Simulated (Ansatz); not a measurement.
We consider chalcopyrite CuInS2, described by r²SCAN (Ansatz, an electronic-structure program, PAW).

Settings: plane-wave cutoff 560 eV, 10×10×10 k mesh, Fermi–Dirac smearing 0.01 eV, no spin polarisation, scalar-relativistic PAW data made under PBE.

On both sides of the equilibrium volume: at 20.787 Å³/atom the pressure is 1.56 GPa and the direct gap at Γ 0.422 eV; at 21.636 Å³/atom they are -1.39 GPa and 0.298 eV. The fitted bulk modulus is 73.6 GPa.

Problem. Work out the volume deformation potential of this gap and its pressure coefficient, in two ways.

Solution. a_V = dE_g/d ln V = (0.298 − 0.422)/ln(21.636/20.787) = -3.10 eV. Since dP = −B d ln V, dE_g/dP = −a_V/B = 42 meV/GPa. Straight from the pressures: (0.422 − 0.298)/(1.56 − (-1.39)) = 42 meV/GPa. At this level and over this range the gap at Γ widens under pressure.

Spin–orbit coupling is not included.

Note: the bulk modulus comes from volumes at which shape and atoms were relaxed.
